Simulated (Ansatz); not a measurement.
HfC in the rocksalt structure

Level of theory: DFT, PBE with spin–orbit coupling, two-component spinors; plane waves to 420 eV with PAW datasets (Ansatz 0.2.0), Γ-centred 12×12×12 mesh, 0.05 eV Gaussian smearing; PAW files: Ansatz's generated set soft_2.

```
Hf C
1.0
     0.00000    2.32375    2.32375
     2.32375    0.00000    2.32375
     2.32375    2.32375    0.00000
Hf C
1 1
Direct
  0.50000 0.50000 0.50000
  0.00000 0.00000 0.00000
```

The compound is reported in the structure type of the start.

The run above is the reference. The same cell was run again with other input settings; several of them aren't fit for production, so the rows show the settings' effect and aren't properties of the material.

```tsv
keys changed	outcome	ΔE (meV/atom)	P (GPa)	gap on the mesh (eV)	cell moment (μB)	largest force component (eV/Å)	SCF iterations	rough core-seconds	new warnings
none (reference)	converged	0.0	0.0	metal	0.00 (no moment typed)	0.000	–	–	–
kpoints.mp_grid.grid: [12, 12, 12] → [15, 15, 15]; basis.ecutrho_ratio: 4 → 6	converged	0.1	-0.1	metal	0.00 (no moment typed)	0.000	9	40	–
scf.occupations.width: 0.05 → null; scf.occupations.method: "gaussian" → "tetrahedron"; kpoints.mp_grid.grid: [12, 12, 12] → [18, 18, 18]	converged	-0.2	-0.1	metal	0.00 (no moment typed)	0.000	9	30	band table not solved further; tetrahedron derivatives may miss energy slope
scf.mixing.algorithm: "msr1"; scf.mixing.beta: 0.05; basis.ecutwfc: 420 → "250 eV"	converged	707.6	-0.3	metal	0.00 (no moment typed)	0.000	9	7	cutoff below recommended
hamiltonian.hubbard: {"sites": [{"species": "Hf", "l": "d", "u_eff": 3.0}], "double_counting": "fll"}; scf.algorithm: "density_mixing"	converged	–	5.0	metal	0.00 (no moment typed)	0.000	8	26	filled band counts differ across k points
scf.n_extra_bands: 8; basis.ecutwfc: 420 → "350 eV"; scf.mixing.preconditioner: "none"	converged	20.5	0.3	metal	0.00 (no moment typed)	0.000	7	9	cutoff below recommended
scf.algorithm: "direct_min"	converged	0.0	0.0	metal	0.00 (no moment typed)	0.000	8	70	–
```

ΔE is the energy with the smearing extrapolated to zero. It is left out where the change alters the Hamiltonian or the spin treatment. The varied runs start from atomic densities (corrected by the program's trained start where that serves), with the default search for lower states unless a row changes it.

**Question.** What happens with these changes: kpoints.mp_grid.grid: [12, 12, 12] → [4, 4, 4]; scf.lower_state_search: "light"?

**Answer.** outcome converged, ΔE (meV/atom) 35.0, P (GPa) -1.1, gap on the mesh (eV) metal, cell moment (μB) 0.00 (no moment typed), largest force component (eV/Å) 0.000, SCF iterations 8, rough core-seconds 3.

**Question.** What happens with these changes: kpoints.mp_grid.grid: [12, 12, 12] → [15, 15, 15]; hamiltonian.hubbard: {"sites": [{"species": "Hf", "l": "d", "u_eff": 4.0}], "double_counting": "amf"}; scf.lower_state_search: "light"?

**Answer.** outcome converged, P (GPa) 0.2, gap on the mesh (eV) metal, cell moment (μB) 0.00 (no moment typed), largest force component (eV/Å) 0.000, SCF iterations 9, rough core-seconds 40, new warnings filled band counts differ across k points.

Changing scf.algorithm only steers the path to self-consistency, so the energy stays within 0.5 meV/atom.
